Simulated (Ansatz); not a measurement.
**IrO₂, one structure, two calculations**

Cell: an entry of the Crystallography Open Database (COD) whose atoms were relaxed with PBE, the cell held.

Space group P4_2/mnm (No. 136); a = 4.4990, c = 3.1460 Å.

| site | Wyckoff | site symmetry | x | y | z |
| --- | --- | --- | --- | --- | --- |
| Ir | 2a | m.mm | 0.0000 | 0.0000 | 0.0000 |
| O | 4f | m.2m | 0.3079 | 0.3079 | 0.0000 |

One atom of each set is listed.

First run. All values are calculated (Ansatz; DFT, PBE, plane waves and PAW, scalar-relativistic, collinear spin, 420 eV cutoff, Γ-centred 10×10×15 k-points, Fermi–Dirac smearing 0.05 eV), not measured. Start moments as typed (μB): 1 on each Ir, none on the rest.

```
site  V_zz (10²¹ V/m²)     η
  Ir            -12.90  0.54
   O             -9.68  0.20
```

Second run. The same atoms and settings, except that the functional is PBEsol.

(1) Given the first result, estimate the second.

Answers

(1) 

```csv
site,V_zz,η,change of V_zz
Ir,-12.65,0.54,+0.25
O,-9.62,0.19,+0.06
```

The largest change of V_zz is on Ir, from -12.90 to -12.65. In per cent, |V_zz| changes by -2 on Ir, -1 on O (all sites that start above 2).

The run finds no gap above 0.1 eV (a metal, or nearly one), so the gradients can move by 10 % or more with the k-mesh. Spin–orbit coupling is left out, which shifts gradients on Ir by a few per cent in wide-gap crystals, and can shift them far more where the calculated gap is small or absent, as here. Semilocal functionals can leave a metal where correlation in the d or f shell opens a gap in the real compound, and that would change the values at and beside Ir. The start moments die out, and the run ends without spin.
For the first run: At this cell the PBE pressure is 7 GPa, so with PBE the cell would grow if it were relaxed.
